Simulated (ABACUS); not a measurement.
I:

```
CELL_PARAMETERS angstrom
0.00000 2.36560 3.90984
2.19225 0.00000 3.90984
2.19225 2.36560 0.00000
ATOMIC_POSITIONS crystal
I 0.00000 0.00000 0.00000
```

Base run:

* Program: ABACUS 3.10.1
* Functional: LDA
* Potentials or basis: PseudoDojo NC SR 0.4.1 LDA standard
* Cutoff: 966 eV
* Density cutoff: 3864 eV
* Basis: plane waves
* k mesh: 7 × 7 × 7
* Occupations: fermi-dirac, width 0.05 eV
* Spin: no spin polarisation

Its results: band gap on the k mesh none (metal or under the smearing width); pressure -2.2 GPa.

Q: The run is repeated on the same cell with these changes: functional from LDA to PBE; potentials or basis from PseudoDojo NC SR 0.4.1 LDA standard to SG15 ONCV 1.2 PBE; valence electrons from 7 to 17. What comes out?

A: Band gap on the k mesh none (metal or under the smearing width); pressure 0.6 GPa.

Caveats: an odd number of electrons without spin polarisation forces a metal; a magnetic or distorted state may lie lower.
